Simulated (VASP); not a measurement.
Here is a VASP 6.6.1 calculation.

File INCAR:

```
SYSTEM = SnS
ALGO = Normal
EDIFF = 1E-6
ENCUT = 520
GGA = PE
ISIF = 2
ISMEAR = 0
LASPH = .TRUE.
LCHARG = .TRUE.
LELF = .TRUE.
LREAL = .FALSE.
LVHAR = .TRUE.
LWAVE = .FALSE.
NBANDS = 50
NELM = 100
PREC = Accurate
SIGMA = 0.02
```

File KPOINTS:

```
k-points
0
G
  4 8 6
  0 0 0
```

Contents of POSCAR:

```
SnS
1.0
   11.4455026897      0.0000000000      0.0000000000
    0.0000000000      4.0232844585      0.0000000000
    0.0000000000      0.0000000000      4.4542025314
Sn S
4 4
Direct
    0.1215422492      0.2500000000      0.1300059279
    0.3784577508      0.7500000000      0.6300059279
    0.6215422492      0.2500000000      0.3699940721
    0.8784577508      0.7500000000      0.8699940721
    0.8498958706      0.2500000000      0.4774433430
    0.6501041294      0.7500000000      0.9774433430
    0.3498958706      0.2500000000      0.0225566570
    0.1501041294      0.7500000000      0.5225566570
```

Potentials or basis: VASP PAW PBE potentials, release 64 (Sn_d, S).

Command:

```console
$ cat potpaw_PBE.64/Sn_d/POTCAR potpaw_PBE.64/S/POTCAR > POTCAR
$ mpirun -np 1 vasp_std > vasp.out
```

Question: What does it give for the largest force?

Answer: 0.005 eV/Å.

Question: Predict the pressure.

Answer: -0.1 GPa.

Question: Predict the band gap on the k mesh.

Answer: 1.05 eV, indirect (least direct gap 1.33 eV).

Forces in eV/Å, atoms in the order of the input:
```
Sn  -0.001  0.000 -0.005
Sn   0.001  0.000 -0.005
Sn  -0.001  0.000  0.005
Sn   0.001  0.000  0.005
S    0.000  0.000 -0.005
S    0.000  0.000 -0.005
S    0.000  0.000  0.005
S    0.000  0.000  0.005
```

Caveat: spin-orbit coupling is left out, which moves the levels of the heavy elements.

**What was measured.**

From “Linear dichroism of the optical properties of SnS and SnSe van der Waals crystals”, 2024, arxiv:2409.17412, for a bulk crystal of SnS at 300 K: band gap 1.09 eV (indirect).

A measured gap of SnS is 1.09 eV (indirect; 300 K; “Linear dichroism of the optical properties of SnS and SnSe van der Waals crystals”, 2024, arxiv:2409.17412); the calculated 1.05 eV misses it by -0.04 eV. 2 values of this kind are on record (1.09 to 1.16 eV); this one was drawn at random. Spin-orbit coupling on Sn is left out. The value is that of PBE on a finite k mesh, which can miss the band edges, without temperature or zero-point motion. Semilocal functionals fall short of measured gaps as a rule.
